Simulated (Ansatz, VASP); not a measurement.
**V: VASP beside Ansatz**

Contents of INCAR:

```
SYSTEM = V
ALGO = Fast
EDIFF = 1E-6
ENCUT = 520
ISIF = 2
ISMEAR = -1
ISPIN = 2
LASPH = .True.
LCHARG = .False.
LMAXMIX = 4
LORBIT = 11
LREAL = .False.
LWAVE = .False.
MAGMOM = 2
NBANDS = 16
NELM = 150
PREC = Accurate
SIGMA = 0.05
```

The input KPOINTS:

```
k-points
0
Gamma
  12 12 12
  0 0 0
```

POSCAR

```
V
1.0
   -1.4834362237      1.4834362237      1.4834362237
    1.4834362237     -1.4834362237      1.4834362237
    1.4834362237      1.4834362237     -1.4834362237
V
1
Direct
    0.0000000000      0.0000000000      0.0000000000
```

Contents of input.yaml:

```yaml
crystal:
  lattice:
    - [-1.4834362237, 1.4834362237, 1.4834362237]
    - [1.4834362237, -1.4834362237, 1.4834362237]
    - [1.4834362237, 1.4834362237, -1.4834362237]
  atoms:
    - { symbol: V, position: [0.0, 0.0, 0.0], spin: 2.0 }
kpoints:
  mp_grid: { grid: [12, 12, 12] }
scf:
  occupations: { method: fermi_dirac, width: 0.05 }
hamiltonian:
  xc: lda
  pseudopotentials: { kind: all_electron, lapw: { basis_error: 0.001 } }
magnetization:
  spin_polarized: true
output:
  forces: true
  stress: true
  eigenvalues: true
```

Change from the starting cell: volume scaled by 0.94.

Alike in both runs: task single point; functional LDA; k mesh 12 × 12 × 12; occupations fermi-dirac, width 0.05 eV; collinear spin.

```csv
,VASP,Ansatz
version,VASP 6.6.1,Ansatz 0.2.0
potentials or method,"VASP PAW LDA potentials, release 64 (V_sv)","all-electron LAPW, scalar-relativistic"
plane-wave cutoff (eV),520,see its input
```

Ansatz gave:

- gap on the k mesh at the Fermi level (eV): none
- pressure (GPa): -8.3
- net moment per atom (μB): 0.00

Problem. Which values does VASP return?

Solution. gap on the k mesh at the Fermi level (eV): none; pressure (GPa): -7.8; net moment per atom (μB): 0.00.

A gap of «none» marks a metal or a gap that the smearing closes. Ansatz ran all-electron here, so the differences hold the error of VASP's frozen core and of both bases.

Caveats: the starting moments weren't kept (Ansatz).
